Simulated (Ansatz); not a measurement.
A relaxed cell of InSe is given with its symmetry left out. The cell was found from a structure generator's guess, not taken from experiment.

The calculation used DFT PBE, scalar-relativistic, plane waves, PAW (Ansatz). Cutoff 420 eV, Γ-centred mesh, Gaussian smearing, no spin polarisation.

```xyz
4
Lattice="2.0638 1.1915 7.3116 -2.0638 1.1915 7.3116 0.0000 -2.3831 7.3116" Properties=species:S:1:pos:R:3 pbc="T T T"
In    0.0000    0.0000   10.9674
In    0.0000    0.0000    0.0000
Se    0.0000    0.0000   16.7241
Se    0.0000    0.0000    5.2106
```

Formation energies are uncorrected and refer to the elements' standard structures at the same level.

Task: Find its symmetry and describe it.

Result: R-3m (No. 166). Conventional cell: a = 4.128 Å, c = 21.935 Å. Around In on its first site lie 6 Se at 2.85 Å; In on its second site is surrounded by 6 Se at 3.18 Å; around Se lie 3 In at 2.85 Å and 3 In at 3.18 Å.

Task: What is its formation energy per atom?

Result: −0.44 eV/atom. Whether it is stable depends on the other phases of the system, which aren't compared here.

Task: Is it a metal?

Result: Yes, bands cross the Fermi level on the 12×12×12 mesh.

The last run used a 12×12×12 mesh for its 4-atom cell and Gaussian smearing of 0.10 eV. The reference form of Se is held partly by dispersion forces, which this level lacks. This cell was reached by moving the atoms of another relaxed cell at random and relaxing again, last within the group found; it had no such test of its own.
